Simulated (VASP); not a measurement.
Input of a VASP 6.6.1 run:

Contents of POSCAR:

```
LiF                                     
1.0
    0.0000000000      1.9984797583      1.9984797583
    1.9984797583      0.0000000000      1.9984797583
    1.9984797583      1.9984797583      0.0000000000
  Li              F             
     1     1
Direct
     0.0000000000000000    0.0000000000000000    0.0000000000000000
     0.5000000000000000    0.5000000000000000    0.5000000000000000
```

File INCAR.step1:

```
SYSTEM = LiF
ALGO     = Normal         ! electronic algorithm
EDIFF    = 1E-8           ! SCF threshold, eV
ENCUT    = 520            ! plane-wave cutoff, eV
GGA      = PE             ! functional
ISIF     = 2              ! what is computed and relaxed
ISMEAR   = 0              ! smearing method
KPAR     = 4            
LASPH    = .True.         ! aspherical terms in the spheres
LCHARG   = .False.        ! write CHGCAR
LEPSILON = .True.         ! dielectric tensor by DFPT
LREAL    = .False.        ! projectors in reciprocal space
LWAVE    = .False.        ! write WAVECAR
NELM     = 80             ! most SCF steps
PREC     = Accurate       ! precision mode
SIGMA    = 0.03           ! smearing width, eV
```

The input KPOINTS.step1:

```
Automatic mesh
0
G
  12 12 12
  0 0 0
```

INCAR.step2

```
SYSTEM = LiF
ALGO     = Normal         ! electronic algorithm
EDIFF    = 1E-5           ! SCF threshold, eV
ENCUT    = 520            ! plane-wave cutoff, eV
GGA      = PE             ! functional
ISIF     = 2              ! what is computed and relaxed
ISMEAR   = 0              ! smearing method
KPAR     = 4            
LASPH    = .True.         ! aspherical terms in the spheres
LCHARG   = .False.        ! write CHGCAR
LREAL    = .False.        ! projectors in reciprocal space
LWAVE    = .True.         ! write WAVECAR
NBANDS   = 12             ! bands
NELM     = 80             ! most SCF steps
PREC     = Accurate       ! precision mode
SIGMA    = 0.03           ! smearing width, eV
```

Contents of KPOINTS.step2:

```
k-points
0
Gamma
  8 8 8
  0 0 0
```

File INCAR.step3:

```
SYSTEM = LiF
AEXX     = 0.4845         ! exact-exchange fraction
ALGO     = Normal         ! electronic algorithm
EDIFF    = 1E-7           ! SCF threshold, eV
ENCUT    = 520            ! plane-wave cutoff, eV
GGA      = PE             ! functional
HFRCUT   = -1           
ISIF     = 2              ! what is computed and relaxed
ISMEAR   = 0              ! smearing method
ISTART   = 1            
KPAR     = 4            
LASPH    = .True.         ! aspherical terms in the spheres
LCHARG   = .False.        ! write CHGCAR
LHFCALC  = .True.         ! exact exchange
LREAL    = .False.        ! projectors in reciprocal space
LWAVE    = .False.        ! write WAVECAR
NBANDS   = 12             ! bands
NELM     = 80             ! most SCF steps
PREC     = Accurate       ! precision mode
PRECFOCK = Fast         
SIGMA    = 0.03           ! smearing width, eV
```

The input KPOINTS.step3:

```
k-points
0
Gamma
  8 8 8
  0 0 0
```

The input KPOINTS_OPT:

```
explicit points
6
Reciprocal
 0.0000000000  0.0000000000  0.0000000000 1
 0.3750000000  0.3750000000  0.7500000000 1
 0.5000000000  0.5000000000  0.5000000000 1
 0.6250000000  0.2500000000  0.6250000000 1
 0.5000000000  0.2500000000  0.7500000000 1
 0.5000000000  0.0000000000  0.5000000000 1
```

Potentials or basis: VASP PAW PBE potentials, release 64 (Li_sv, F).

Run with:

```console
$ cat potpaw_PBE.64/Li_sv/POTCAR potpaw_PBE.64/F/POTCAR > POTCAR
$ cp INCAR.step1 INCAR
$ cp KPOINTS.step1 KPOINTS
$ mpirun -np 4 vasp_std > vasp.out
$ cp INCAR.step2 INCAR
$ cp KPOINTS.step2 KPOINTS
$ mpirun -np 4 vasp_std > vasp.out
$ cp INCAR.step3 INCAR
$ cp KPOINTS.step3 KPOINTS
$ mpirun -np 4 vasp_std > vasp.out
```

Question: Predict the band gap on the k mesh.

Answer: 15.30 eV, direct.

Question: Predict the band gap along the path.

Answer: 15.30 eV, direct.
